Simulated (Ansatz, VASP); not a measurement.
## FeSi: VASP beside Ansatz

```xyz
8
Lattice="4.5507 0.0000 0.0000 0.0000 4.5507 0.0000 0.0000 0.0000 4.5507" Properties=species:S:1:pos:R:3 pbc="T T T"
Fe    0.6213    0.6213    0.6213
Fe    1.6541    3.9294    2.8966
Fe    2.8966    1.6541    3.9294
Fe    3.9294    2.8966    1.6541
Si    3.8335    3.8335    3.8335
Si    2.9925    0.7172    1.5582
Si    1.5582    2.9925    0.7172
Si    0.7172    1.5582    2.9925
```

Alike in both runs: task single point; functional PBE; k mesh 4 × 4 × 4; occupations gaussian, width 0.1 eV; collinear spin.

|  | VASP | Ansatz |
| --- | --- | --- |
| version | VASP 6.6.1 | Ansatz 0.2.0 |
| potentials or method | VASP PAW PBE potentials, release 64 (Fe, Si) | scalar-relativistic, plane waves, PAW |
| plane-wave cutoff (eV) | 520 | 420 |
| valence electrons in the cell | 48 | 80 |

|  | VASP | Ansatz | Ansatz less VASP |
| --- | --- | --- | --- |
| gap on the k mesh at the Fermi level (eV) | none | none | - |
| pressure (GPa) | -10.2 | -10.4 | -0.13 |
| rms of the force components (eV/Å) | 0.041 | 0.042 | +0.0012 |
| net moment per atom (μB) | 0.47 | 0.47 | -0.001 |
| size of the moment on the site where the two differ most (μB) | 1.04 | 1.03 | -0.011 |

Site moments also hang on the region over which each program counts them. Atom by atom the forces differ by 0.008 eV/Å (rms over components). A gap of «none» marks a metal or a gap that the smearing closes. With one functional, cell and mesh, what is left measures potentials, basis and numerics. The two sets of potentials don't hold the same shells in valence.

Caveats: the moment fell far below its start of 4 μB, so a state of higher moment may lie lower in energy (VASP).
